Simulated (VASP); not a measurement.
A run of VASP 6.6.1:

POSCAR

```
HgTe
1.0
    0.0000000000      3.2145000000      3.2145000000
    3.2145000000      0.0000000000      3.2145000000
    3.2145000000      3.2145000000      0.0000000000
Hg Te
1 1
Direct
    0.0000000000      0.0000000000      0.0000000000
    0.7500000000      0.7500000000      0.7500000000
```

Contents of INCAR.step1:

```
PREC = Accurate
ENCUT = 600
EDIFF = 1E-5
ISMEAR = -1
SIGMA = 0.05
LREAL = F
LASPH = T
NELM = 60
ALGO = Normal
LWAVE = T
LCHARG = F
GGA = PE
```

INCAR.step2

```
PREC = Accurate
ENCUT = 600
EDIFF = 1E-6
ISMEAR = -1
SIGMA = 0.05
LREAL = F
LASPH = T
NELM = 60
ALGO = Normal
ISIF = 3
LWAVE = F
LCHARG = F
GGA = PE
LHFCALC = T
AEXX = 0.25
PRECFOCK = Fast
IBRION = 2
NSW = 60
EDIFFG = -0.005
ISTART = 1
```

KPOINTS

```
Automatic mesh
0
Gamma
  4 4 4
```

Potentials or basis: VASP PAW PBE potentials, release 64 (Hg, Te).

Launch:

```sh
$ cat potpaw_PBE.64/Hg/POTCAR potpaw_PBE.64/Te/POTCAR > POTCAR
$ cp INCAR.step1 INCAR
$ mpirun -np 1 vasp_std > vasp.out
$ cp INCAR.step2 INCAR
$ mpirun -np 1 vasp_std > vasp.out
```

Hardware: 1 thread of Intel(R) Xeon(R) Platinum 8488C (Sapphire Rapids), with other jobs on the host.

How long does it take, and how much memory?

It took 38 min on 1 thread of Intel(R) Xeon(R) Platinum 8488C (Sapphire Rapids), with other jobs on the host, peak memory 0.22 GiB. Counts: scf iterations 136, k points 8, ion steps 4.
